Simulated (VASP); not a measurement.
Runs of VASP 6.6.1 on PtS2. Symmetry: P-3m1, No. 164, trigonal system. The conventional cell has a = 3.543 Å, b = 3.543 Å, c = 5.039 Å, α = 90.00°, β = 90.00°, γ = 120.00°. Pt (site symmetry -3m) is surrounded by 6 S at 2.34 Å. Around S (site symmetry 3m) lie 3 Pt at 2.34 Å. 

```csv
task,level,potentials or basis,cell,k mesh,cutoff (eV),grid for exact exchange (PRECFOCK),exchange at q = 0,gap on the mesh (eV),pressure (GPa),relaxed volume (Å³/atom),largest force (eV/Å)
relaxation of cell and atoms,RPBE+D3,"VASP PAW PBE potentials, release 64 (Pt, S)",relaxed,9 × 9 × 5,600,-,-,0.23,0.0,17.60,-
relaxation of cell and atoms,PBE,"VASP PAW PBE potentials, release 64 (Pt_GW, S_GW)",relaxed,9 × 9 × 5,630,-,-,1.45,0.0,22.71,0.01
band structure,LAK,"VASP PAW PBE potentials, release 64 (Pt, S)",as given,9 × 9 × 5,520,-,-,1.39,12.3,-,1.36
band structure,PBE,"VASP PAW PBE potentials, release 64 (Pt, S)",as given,9 × 9 × 5,520,-,-,1.03,-,-,-
relaxation of cell and atoms,vdW-DF2,"VASP PAW PBE potentials, release 64 (Pt, S)",relaxed,9 × 9 × 5,600,-,-,0.91,0.0,21.26,-
relaxation of cell and atoms,BLYP+D3(BJ),"VASP PAW PBE potentials, release 64 (Pt, S)",relaxed,9 × 9 × 5,600,-,-,none,0.0,17.41,0.01
band structure,PBE,"VASP PAW PBE potentials, release 64 (Pt, S_h)",as given,9 × 9 × 5,900,-,-,1.02,(a),-,1.24
band structure,MS2,"VASP PAW PBE potentials, release 64 (Pt, S)",as given,9 × 9 × 5,520,-,-,1.29,7.2,-,0.98
band structure,PBEsol0,"VASP PAW PBE potentials, release 64 (Pt, S)",as given,5 × 5 × 3,520,Fast,default,2.54,(b),-,0.70
band structure,BLYP,"VASP PAW PBE potentials, release 64 (Pt, S)",as given,9 × 9 × 5,520,-,-,1.05,-,-,-
relaxation of cell and atoms,revPBE+D4,"VASP PAW PBE potentials, release 64 (Pt, S)",relaxed,9 × 9 × 5,600,-,-,none,0.0,16.50,0.01
relaxation of cell and atoms,BLYP,"VASP PAW PBE potentials, release 64 (Pt, S)",relaxed,9 × 9 × 5,600,-,-,1.58,0.0,26.75,0.01
```

Alike in all rows: no spin polarisation; smearing fermi-dirac 0.05 eV.

Fill in the values left out.

(a) 11.4; (b) 2.9.

Caveats: spin-orbit coupling is left out, which moves the levels of the heavy elements (some runs); the PAW data sets were made with another functional, which shifts forces and pressure a little (some runs); an odd mesh through Γ misses points on the zone boundary, where band edges often lie (some runs); the volume moved by over 15 % at a fixed basis, so the end points are rough (some runs); this functional lacks dispersion, which binds the layers, so the pressure and a relaxed spacing across them are unreliable, and here the layers came unbound (some runs); pairwise dispersion overbinds metals, which lowers pressure and volume (some runs); the volume moved by +24 % from the deposited cell, more than functionals usually miss (some runs).

A k mesh can miss the band edges, and the runs leave out spin-orbit coupling on Pt.

A gap of «none» marks a metal or a gap under the smearing width.

Not every run made on this cell is shown here.
